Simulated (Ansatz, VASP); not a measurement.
Zr3H: VASP beside Ansatz

```xyz
4
Lattice="4.2424 0.0000 0.0000 0.0000 4.2424 0.0000 0.0000 0.0000 4.2424" Properties=species:S:1:pos:R:3 pbc="T T T"
Zr    2.1212    0.0000    0.0000
Zr    0.0000    2.1212    0.0000
Zr    0.0000    0.0000    2.1212
H     2.1212    2.1212    2.1212
```

Change from the starting cell: species swapped into the CaBi3 type (Pm-3m, No. 221).

Alike in both runs: functional PBE; k mesh 12 × 12 × 12; occupations gaussian, width 0.1 eV; no spin polarisation.

Ansatz relaxed the structure, and its values are those at the end. VASP's run is a single point on that final structure, the one shown.

|  | VASP | Ansatz |
| --- | --- | --- |
| version | VASP 6.6.1 | Ansatz 0.2.0 |
| potentials or method | VASP PAW PBE potentials, release 64 (Zr_sv, H) | scalar-relativistic, plane waves, PAW |
| plane-wave cutoff (eV) | 520 | 420 |
| valence electrons in the cell | 37 | 37 |

```csv
,VASP,Ansatz,Ansatz less VASP
gap on the k mesh at the Fermi level (eV),none,none,-
pressure (GPa),0.0,0.0,-0.01
```

A gap of «none» marks a metal or a gap that the smearing closes. The functional is the same, so the differences come from potentials, cutoffs and numerics.
